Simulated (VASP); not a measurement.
# Te2Mo (P6_3/mmc) in VASP: a series of runs

One crystal, Te2Mo, is run at these levels: HSE06, r2SCAN50, PBE0; tasks: single point.

Everything below comes from runs of VASP 6.6.1. Logs are shortened: lines on timing, memory, paths and dates and some standing lists are left out, and cuts for length are marked.

## Step 1: The crystal as given

It takes space group P6_3/mmc (No. 194, hexagonal). The conventional cell has a = 3.518 Å, b = 3.518 Å, c = 13.974 Å, α = 90.00°, β = 90.00°, γ = 120.00°. Te (site symmetry 3m) is surrounded by 3 Mo at 2.72 Å. Mo (site symmetry -6m2) is surrounded by 6 Te at 2.72 Å.

## Step 2: Single point, HSE06

POSCAR

```
Te2Mo
1.0
    3.5182000000      0.0000000000      0.0000000000
   -1.7591000000      3.0468505756      0.0000000000
    0.0000000000      0.0000000000     13.9736000000
Te Mo
4 2
Direct
    0.6666666667      0.3333333333      0.3790000000
    0.3333333333      0.6666666667      0.8790000000
    0.6666666667      0.3333333333      0.1210000000
    0.3333333333      0.6666666667      0.6210000000
    0.6666666667      0.3333333333      0.7500000000
    0.3333333333      0.6666666667      0.2500000000
```

INCAR.step1

```
ALGO = Normal
EDIFF = 1E-5
ENCUT = 520
GGA = PE
ISIF = 2
ISMEAR = -1
LASPH = True
LCHARG = False
LREAL = False
LWAVE = True
NBANDS = 35
NELM = 100
PREC = Accurate
SIGMA = 0.05
```

INCAR.step2

```
ALGO = Normal
EDIFF = 1E-6
ENCUT = 520
GGA = PE
HFSCREEN = 0.2079
ISIF = 2
ISMEAR = -1
ISTART = 1
LASPH = True
LCHARG = False
LHFCALC = True
LREAL = False
LWAVE = False
NBANDS = 35
NELM = 100
PREC = Accurate
PRECFOCK = Fast
SIGMA = 0.05
```

KPOINTS

```
k-points
0
Gamma
  5 5 1
```

Potentials or basis: VASP PAW PBE potentials, release 64 (Te, Mo_sv).

Run with:

```bash
> cat potpaw_PBE.64/Te/POTCAR potpaw_PBE.64/Mo_sv/POTCAR > POTCAR
> cp INCAR.step1 INCAR
> mpirun -np 1 vasp_std > vasp.out
> cp INCAR.step2 INCAR
> mpirun -np 1 vasp_std > vasp.out
```

OUTCAR:

```text
EDIFF = 1E-6
   ENCUT = 520
   GGA = PE
   HFSCREEN = 0.2079
   ISIF = 2
   ISMEAR = -1
   ISTART = 1
   LASPH = True
   LHFCALC = True
   LREAL = False
   NELM = 100
   PREC = Accurate
   PRECFOCK = Fast

 ion  position               nearest neighbor table
   1  0.667  0.333  0.379-   6 2.72   6 2.72   6 2.72   3 3.61
   2  0.333  0.667  0.879-   5 2.72   5 2.72   5 2.72   4 3.61
   3  0.667  0.333  0.121-   6 2.72   6 2.72   6 2.72   1 3.61
   4  0.333  0.667  0.621-   5 2.72   5 2.72   5 2.72   2 3.61
   5  0.667  0.333  0.750-   2 2.72   4 2.72   2 2.72   4 2.72   2 2.72   4 2.72
   6  0.333  0.667  0.250-   1 2.72   3 2.72   1 2.72   3 2.72   1 2.72   3 2.72

  LATTYP: Found a hexagonal cell.
 ALAT       =     3.5182000000
 C/A-ratio  =     3.9718037633

  Lattice vectors:

 A1 = (   3.5182000000,   0.0000000000,   0.0000000000)
 A2 = (  -1.7591000000,   3.0468505756,   0.0000000000)
 A3 = (   0.0000000000,   0.0000000000,  13.9736000000)

Analysis of symmetry for initial positions (statically):
=====================================================================
 Subroutine PRICEL returns:
 Original cell was already a primitive cell.

 Routine SETGRP: Setting up the symmetry group for a
 hexagonal supercell.

 Subroutine GETGRP returns: Found 24 space group operations
 (whereof 12 operations were pure point group operations)
 out of a pool of 24 trial point group operations.

The static configuration has the point symmetry D_3d.
 The point group associated with its full space group is D_6h.

Analysis of symmetry for dynamics (positions and initial velocities):
=====================================================================
 Subroutine PRICEL returns:
 Original cell was already a primitive cell.

 Routine SETGRP: Setting up the symmetry group for a
 hexagonal supercell.

 Subroutine GETGRP returns: Found 24 space group operations
 (whereof 12 operations were pure point group operations)
 out of a pool of 24 trial point group operations.

The dynamic configuration has the point symmetry D_3d.
 The point group associated with its full space group is D_6h.

 Subroutine INISYM returns: Found 24 space group operations
 (whereof 12 operations are pure point group operations),
 and found     1 'primitive' translations

----------------------------------------------------------------------------------------

                                     Primitive cell

  volume of cell :     149.7890

  direct lattice vectors                    reciprocal lattice vectors
     3.518200000  0.000000000  0.000000000     0.284236257  0.164103880  0.000000000
    -1.759100000  3.046850576  0.000000000     0.000000000  0.328207759  0.000000000
     0.000000000  0.000000000 13.973600000     0.000000000  0.000000000  0.071563520

  length of vectors
     3.518200000  3.518200000 13.973600000     0.328207759  0.328207759  0.071563520

  position of ions in fractional coordinates (direct lattice)
     0.666666667  0.333333333  0.379000000
     0.333333333  0.666666667  0.879000000
     0.666666667  0.333333333  0.121000000
     0.333333333  0.666666667  0.621000000
     0.666666667  0.333333333  0.750000000
     0.333333333  0.666666667  0.250000000

  ion indices of the primitive-cell ions
   primitive index   ion index
                 1           1
                 2           2
                 3           3
                 4           4
                 5           5
                 6           6

----------------------------------------------------------------------------------------

 KPOINTS: k-points

Automatic generation of k-mesh.
 Grid dimensions read from file:
 generate k-points for:    5    5    1

 Generating k-lattice:

  Cartesian coordinates                     Fractional coordinates (reciprocal lattice)
     0.056847251  0.032820776  0.000000000     0.200000000 -0.000000000  0.000000000
     0.000000000  0.065641552  0.000000000     0.000000000  0.200000000  0.000000000
     0.000000000  0.000000000  0.071563520     0.000000000  0.000000000  1.000000000

  Length of vectors
     0.065641552  0.065641552  0.071563520

  Shift w.r.t. Gamma in fractional coordinates (k-lattice)
     0.000000000  0.000000000  0.000000000

 Subroutine IBZKPT returns following result:
 ===========================================

 Found      5 irreducible k-points:

 Following reciprocal coordinates:
            Coordinates               Weight
  0.000000  0.000000  0.000000      1.000000
  0.200000 -0.000000  0.000000      6.000000
  0.400000 -0.000000  0.000000      6.000000
  0.200000  0.200000  0.000000      6.000000
  0.400000  0.200000  0.000000      6.000000
   k-points           NKPTS =      5   k-points in BZ     NKDIM =     25   number of bands    NBANDS=     35
   number of dos      NEDOS =    301   number of ions     NIONS =      6
   total plane-waves  NPLWV =  84672
   dimension x,y,z NGX =    28 NGY =   28 NGZ =  108
   dimension x,y,z NGXF=    56 NGYF=   56 NGZF=  216
   ions per type =               4   2
   NGX,Y,Z   is equivalent  to a cutoff of  13.23, 13.23, 12.85 a.u.
   NGXF,Y,Z  is equivalent  to a cutoff of  26.46, 26.46, 25.70 a.u.
 SYSTEM =  unknown system
   PREC   = accura    normal or accurate (medium, high low for compatibility)
   ISTART =      1    job   : 0-new  1-cont  2-samecut
   ICHARG =      0    charge: 1-file 2-atom 10-const
   ISPIN  =      1    spin polarized calculation?
   LNONCOLLINEAR =      F non collinear calculations
   LSORBIT =      F    spin-orbit coupling
   LASPH  =      T    aspherical Exc in radial PAW
   ENCUT  =  520.0 eV  38.22 Ry    6.18 a.u.   6.54  6.54 25.98*2*pi/ulx,y,z
   NELM   =    100;   NELMIN=  2; NELMDL=  0     # of ELM steps
   EDIFF  = 0.1E-05   stopping-criterion for ELM
   LREAL  =      F    real-space projection
   EDIFFG = 0.1E-04   stopping-criterion for IOM
   NSW    =      0    number of steps for IOM
   IBRION =     -1    ionic relax: 0-MD 1-quasi-New 2-CG
   NFREE  =      0    steps in history (QN), initial steepest desc. (CG)
   ISIF   =      2    stress and relaxation
   ISYM   =      3    0-nonsym 1-usesym 2-fastsym
   POTIM  = 0.5000    time-step for ionic-motion
   TEBEG  =    0.0;   TEEND  =   0.0 temperature during run
   PSTRESS=    0.0 pullay stress
   NELECT =      52.0000    total number of electrons
   NUPDOWN=      -1.0000    fix difference up-down
   EMIN   =  10.00;   EMAX   =-10.00  energy-range for DOS
   EFERMI =   0.00;   METHOD = LEGACY
   ISMEAR =    -1;   SIGMA  =   0.05  broadening in eV -4-tet -1-fermi 0-gaus
   EFERMI_NEDOS =   21; number of points for ismear=-14 and -15
   IALGO  =     38    algorithm
   IMIX   =      1    mixing-type and parameters
     AMIX     =   0.40;   BMIX     =  1.00
     AMIX_MAG =   1.60;   BMIX_MAG =  1.00
  volume/ion in A,a.u.               =      24.96       168.47
  Fermi-wavevector in a.u.,A,eV,Ry     =   1.150578  2.174277 18.011787  1.323829
  Thomas-Fermi vector in A             =   2.287241
   LORBIT       =      0    0 simple, 1 ext, 2 COOP (PROOUT), +10 PAW based schemes
   GGA     = PE    functional components
   LHFCALC =     T    Hartree Fock is set to
   PRECFOCK=fast      Normal, Fast or Accurate (Low or Medium for compatibility)
   ENCUT4O =  -1.0   cutoff for four orbital integrals eV
   NKREDX  =     1    reduce k-point grid by
   NKREDY  =     1    reduce k-point grid by
   NKREDZ  =     1    reduce k-point grid by
   AEXX    =    0.2500 exact exchange contribution
   HFSCREEN=    0.2079 screening length (either q_TF or 0.3 A-1)
   HFSCREENC=   0.2079 screening length for correlation (either q_TF or 0.3 A-1)
   ENCUTFOCK=  -1.0 apply spherical cutoff to Coloumb kernel
   IVDW    =     0    specifies the selected vdW correction
   LEPSILON=     F    determine dielectric tensor
   LRPA    =     F    only Hartree local field effects (RPA)
 non-spin polarized calculation
  energy-cutoff  :      520.00
  volume of cell :      149.79
 maximum number of plane-waves:      4095
 NGX is ok and might be reduce to    28
  NGX = 16; NGY = 16; NGZ = 64

 number of electron      51.9999997 magnetization

 Free energy of the ion-electron system (eV)
  ---------------------------------------------------
  ext. energy  EPLUGINS =         0.00000000
  ---------------------------------------------------
  free energy    TOTEN  =       -43.55774922 eV

  energy without entropy =      -43.55774538  energy(sigma->0) =      -43.55774730

 E-fermi :   8.3389     XC(G=0):  -8.6399

 val. band max:        7.8298823322   @ k =   0.0000   0.0000   0.0000
 cond. band min:       8.9354997824   @ k =   0.2000   0.2000   0.0000
 fundamental gap:      1.1056174502
 Fermi energy:         8.3389195098

 k-point     1 :       0.0000    0.0000    0.0000
  band No.  band energies     occupation
      1     -57.0521      2.00000
      2     -57.0521      2.00000
      3     -29.8043      2.00000
      4     -29.8041      2.00000
      5     -29.6536      2.00000
      6     -29.6536      2.00000
[... 27 lines left out ...]
     34      11.8781      0.00000
     35      14.1684      0.00000

 k-point     2 :       0.2000   -0.0000    0.0000
  band No.  band energies     occupation
      1     -57.0475      2.00000
      2     -57.0475      2.00000
      3     -29.7924      2.00000
      4     -29.7922      2.00000
      5     -29.7154      2.00000
      6     -29.7153      2.00000
[... 27 lines left out ...]
     34      11.9958      0.00000
     35      14.9070      0.00000

 k-point     3 :       0.4000   -0.0000    0.0000
  band No.  band energies     occupation
      1     -57.0400      2.00000
      2     -57.0400      2.00000
      3     -29.8141      2.00000
      4     -29.8140      2.00000
      5     -29.7725      2.00000
      6     -29.7722      2.00000
[... 27 lines left out ...]
     34      12.3888      0.00000
     35      12.6231      0.00000

 k-point     4 :       0.2000    0.2000    0.0000
  band No.  band energies     occupation
      1     -57.0415      2.00000
      2     -57.0415      2.00000
      3     -29.7796      2.00000
      4     -29.7795      2.00000
      5     -29.7765      2.00000
      6     -29.7763      2.00000
[... 27 lines left out ...]
     34      12.7024      0.00000
     35      14.1938      0.00000

 k-point     5 :       0.4000    0.2000    0.0000
  band No.  band energies     occupation
      1     -57.0377      2.00000
      2     -57.0377      2.00000
      3     -29.8098      2.00000
      4     -29.8098      2.00000
      5     -29.7665      2.00000
      6     -29.7663      2.00000
[... 27 lines left out ...]
     34      12.8390      0.00000
     35      12.9118      0.00000

------------------------ aborting loop because EDIFF is reached ----------------------------------------

  FORCE on cell =-STRESS in cart. coord.  units (eV):
  Direction    XX          YY          ZZ          XY          YZ          ZX
  --------------------------------------------------------------------------------------
  -------------------------------------------------------------------------------------
  Total       -0.7767940     -0.7767940     -0.6202437      0.0000000      0.0000000     -0.0000000
  in kB       -8.3087647     -8.3087647     -6.6342674      0.0000000      0.0000000     -0.0000000
  external PRESSURE =      -7.7505989 kB  Pullay stress =       0.0000000 kB

 VOLUME and BASIS-vectors are now :
 -----------------------------------------------------------------------------
  energy-cutoff  :      520.00
  volume of cell :      149.79
      direct lattice vectors                 reciprocal lattice vectors
     3.518200000  0.000000000  0.000000000     0.284236257  0.164103880  0.000000000
    -1.759100000  3.046850576  0.000000000     0.000000000  0.328207759  0.000000000
     0.000000000  0.000000000 13.973600000     0.000000000  0.000000000  0.071563520

 POSITION                                       TOTAL-FORCE (eV/Angst)
 -----------------------------------------------------------------------------------
      1.75910      1.01562      5.29599        -0.000000      0.000000     -0.397766
     -0.00000      2.03123     12.28279         0.000000      0.000000     -0.397766
      1.75910      1.01562      1.69081         0.000000     -0.000000      0.397766
     -0.00000      2.03123      8.67761        -0.000000     -0.000000      0.397766
      1.75910      1.01562     10.48020        -0.000000      0.000000      0.000000
     -0.00000      2.03123      3.49340         0.000000      0.000000      0.000000
 -----------------------------------------------------------------------------------
    total drift:                                0.000000     -0.000000      0.000000

  FREE ENERGIE OF THE ION-ELECTRON SYSTEM (eV)
  ---------------------------------------------------
  free  energy   TOTEN  =       -43.5577492188 eV

  energy  without entropy=      -43.5577453792  energy(sigma->0) =      -43.55774730
```

Run time: 21 min. Hardware: 1 thread of Intel Xeon Platinum 8488C (Sapphire Rapids), shared host; peak memory 0.39 GiB.

Results:

| Item | Value |
| --- | --- |
| Free energy | -43.5577 eV |
| Pressure | -0.8 GPa |
| Largest force | 0.398 eV/Å |
| Band gap on the k mesh | 1.11 eV, indirect (least direct gap 1.79 eV) |

Forces in eV/Å, atoms in the order of the input:
```
Te   0.000  0.000 -0.398
Te   0.000  0.000 -0.398
Te   0.000  0.000  0.398
Te   0.000  0.000  0.398
Mo   0.000  0.000  0.000
Mo   0.000  0.000  0.000
```

Caveat: the k mesh is coarse (spacing up to 0.45 Å⁻¹), so the values aren't converged, least of all with exact exchange; the PAW data sets were made with another functional, which shifts forces and pressure a little; spin-orbit coupling is left out, which moves the levels of the heavy elements; an odd mesh through Γ misses points on the zone boundary, where band edges often lie; this functional lacks dispersion, which binds the layers, so the pressure and a relaxed spacing across them are unreliable.

## Step 3: Single point, r2SCAN50

POSCAR is that of step 2.

INCAR.step1

```
PREC     = Accurate       # precision mode
ENCUT    = 520            # plane-wave cutoff, eV
EDIFF    = 1E-5           # SCF threshold, eV
ISMEAR   = -1             # smearing method
SIGMA    = 0.05           # smearing width, eV
LREAL    = F              # projectors in reciprocal space
LASPH    = T              # aspherical terms in the spheres
NELM     = 100            # most SCF steps
ALGO     = Normal         # electronic algorithm
ISIF     = 2              # what is computed and relaxed
LWAVE    = T              # write WAVECAR
LCHARG   = F              # write CHGCAR
GGA      = PE             # functional
NBANDS   = 35             # bands
```

INCAR.step2

```
PREC     = Accurate       # precision mode
ENCUT    = 520            # plane-wave cutoff, eV
EDIFF    = 1E-6           # SCF threshold, eV
ISMEAR   = -1             # smearing method
SIGMA    = 0.05           # smearing width, eV
LREAL    = F              # projectors in reciprocal space
LASPH    = T              # aspherical terms in the spheres
NELM     = 100            # most SCF steps
ALGO     = Normal         # electronic algorithm
ISIF     = 2              # what is computed and relaxed
LWAVE    = F              # write WAVECAR
LCHARG   = F              # write CHGCAR
METAGGA  = R2SCAN         # meta-GGA
LHFCALC  = T              # exact exchange
AEXX     = 0.5            # exact-exchange fraction
LMIXTAU  = T            
PRECFOCK = Fast         
HFRCUT   = -1           
ISTART   = 1            
NBANDS   = 35             # bands
```

KPOINTS

```
regular mesh
0
Gamma
  5 5 1
```

Potentials or basis: VASP PAW PBE potentials, release 64 (Te, Mo_sv).

Run with:

```bash
> cat potpaw_PBE.64/Te/POTCAR potpaw_PBE.64/Mo_sv/POTCAR > POTCAR
> cp INCAR.step1 INCAR
> mpirun -np 1 vasp_std > vasp.out
> cp INCAR.step2 INCAR
> mpirun -np 1 vasp_std > vasp.out
```

Run time: 38 min. Hardware: 1 thread of AMD EPYC 7R13 (Zen 3), shared host; peak memory 0.31 GiB.

Results (log left out):

* Free energy: -122.1722 eV
* Pressure: -5.1 GPa
* Largest force: 1.019 eV/Å
* Band gap on the k mesh: 2.88 eV, indirect (least direct gap 3.72 eV)

Forces in eV/Å, atoms in the order of the input:
```
Te   0.000  0.000 -1.019
Te   0.000  0.000 -1.019
Te   0.000  0.000  1.019
Te   0.000  0.000  1.019
Mo   0.000  0.000  0.000
Mo   0.000  0.000  0.000
```

Stress tensor (GPa, compression positive):
```
-4.57  0.00  0.00
 0.00 -4.57  0.00
 0.00  0.00 -6.12
```

Levels at points of the mesh, in eV from the valence-band top:
| k point | band 23 | band 24 | band 25 | band 26 | band 27 | band 28 | band 29 | band 30 |
| --- | --- | --- | --- | --- | --- | --- | --- | --- |
| (0.00, 0.00, 0.00) | -1.37 | -1.37 | -0.71 | 0.00 | 5.47 | 5.47 | 5.66 | 5.66 |

Caveat: the k mesh is coarse (spacing up to 0.45 Å⁻¹), so the values aren't converged, least of all with exact exchange; the PAW data sets were made with another functional, which shifts forces and pressure a little; spin-orbit coupling is left out, which moves the levels of the heavy elements; an odd mesh through Γ misses points on the zone boundary, where band edges often lie.

[end of part 1 of 2]
